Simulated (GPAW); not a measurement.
# AlO in GPAW: the effect of functional

AlO:

```
CELL_PARAMETERS angstrom
2.76919 0.00000 0.00000
0.00000 2.76919 0.00000
0.00000 0.00000 2.76919
ATOMIC_POSITIONS crystal
Al 0.50000 0.50000 0.50000
O 0.00000 0.00000 0.00000
```

The cell was built by a generator and needn't be a form met in nature.

Alike in all runs:

```yaml
Program: GPAW 26.7.0
Task: relaxation of cell and atoms
Cutoff: 800 eV
Basis: pw
k_mesh: 8 × 8 × 8
Occupations: fermi-dirac, width 0.05 eV
Spin: no spin polarisation
```

Each run relaxes the cell or the atoms first.

```csv
functional,potentials or basis,relaxed volume (Å³/atom)
LDA,the program's PAW data sets (release 1.2.1) made for this functional,9.99
PBEsol,PAW data sets generated in the run's folder for this functional,10.28
BLYP,PAW data sets generated in the run's folder for this functional,10.99
AM05,PAW data sets generated in the run's folder for this functional,10.28
SCAN,GPAW PAW data sets (gpaw-data 1.2.1),10.26
TPSS,GPAW PAW data sets (gpaw-data 1.2.1),10.41
RPBE,the program's PAW data sets (release 1.2.1) made for this functional,?
PW91,PAW data sets generated in the run's folder for this functional,10.62
```

What does the run with functional RPBE give?

Relaxed volume 10.88 Å³/atom.

Caveats: later steps reuse the first step's grids; an odd number of electrons without spin polarisation forces a metal; a magnetic or distorted state may lie lower; the PAW data sets were made with another functional, which shifts forces and pressure a little (some runs); the relaxation stopped at its first step, so nothing moved (some runs).

Runs at the PBE level aren't shown here.
